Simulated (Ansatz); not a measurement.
A relaxation computed with Ansatz, from input to last step.

```yaml
crystal:
  lattice:
    - [3.2526811422, 0.0, 0.0]
    - [0.0, 3.2526811422, 0.0]
    - [0.0, 0.0, 3.3588911387]
  atoms:
    - { symbol: Ta, position: [0.0, 0.0, 0.0] }
    - { symbol: Ta, position: [0.5, 0.5, 0.5] }
basis:
  ecutwfc: 420
kpoints:
  mp_grid: { grid: [16, 16, 16] }
hamiltonian:
  xc: pbe
scf:
  occupations: { method: gaussian, width: 0.1 }
output:
  forces: true
  stress: true
  eigenvalues: true
relax:
  adjacent_minimum: "off"
  f_tol: 0.008
  max_steps: 40
  cell: { stress_tol: 0.015, fix: [a, b, gamma] }
```

```bash
ansatz run input.yaml --threads 1 --pin off --max-ram 2560MiB --backend cpu --events-out ev --progress --plain --runs-dir out
```

Theory: DFT PBE, scalar-relativistic, plane waves, PAW in Ansatz 0.2.0.

Of 5 frames 4 are shown, positions in Å and forces in eV/Å; the SCF threshold varies from step to step. Steps run on the plane waves of an earlier cell, with a Pulay correction in the pressure. The basis is chosen afresh for the last frame, the zero of the energies, and at times for earlier ones too; energy and pressure step there, also at an unchanged geometry. The mark taken_back stands on steps that the optimiser undid.

```xyz
2
Lattice="3.2527 0.0000 0.0000 0.0000 3.2527 0.0000 0.0000 0.0000 3.3589" Properties=species:S:1:pos:R:3:forces:R:3 pbc="T T T" step=1 free_energy_over_end_meV_per_atom=2.76 pressure_GPa=6.03
Ta    0.0000    0.0000    0.0000    0.0000    0.0000    0.0000
Ta    1.6263    1.6263    1.6794    0.0000    0.0000    0.0000
2
Lattice="3.2527 0.0000 0.0000 0.0000 3.2527 0.0000 0.0000 0.0000 3.4953" Properties=species:S:1:pos:R:3:forces:R:3 pbc="T T T" step=2 free_energy_over_end_meV_per_atom=10.14 pressure_GPa=-1.67 taken_back
Ta    0.0000    0.0000    0.0000    0.0000    0.0000    0.0000
Ta    1.6263    1.6263    1.7477    0.0000    0.0000    0.0000
2
Lattice="3.2527 0.0000 0.0000 0.0000 3.2527 0.0000 0.0000 0.0000 3.4092" Properties=species:S:1:pos:R:3:forces:R:3 pbc="T T T" step=3 free_energy_over_end_meV_per_atom=0.13 pressure_GPa=3.00
Ta    0.0000    0.0000    0.0000    0.0000    0.0000    0.0000
Ta    1.6263    1.6263    1.7046    0.0000    0.0000    0.0000
2
Lattice="3.2527 0.0000 0.0000 0.0000 3.2527 0.0000 0.0000 0.0000 3.4047" Properties=species:S:1:pos:R:3:forces:R:3 pbc="T T T" step=5 free_energy_over_end_meV_per_atom=0.00 pressure_GPa=3.27
Ta    0.0000    0.0000    0.0000    0.0000    0.0000    0.0000
Ta    1.6263    1.6263    1.7024    0.0000    0.0000    0.0000
```

It took 56 s on 1 thread of Arm Neoverse V2, with other jobs on the host, peak memory 0.48 GiB.

Spin–orbit coupling is left out, which can shift energies with elements as heavy as these.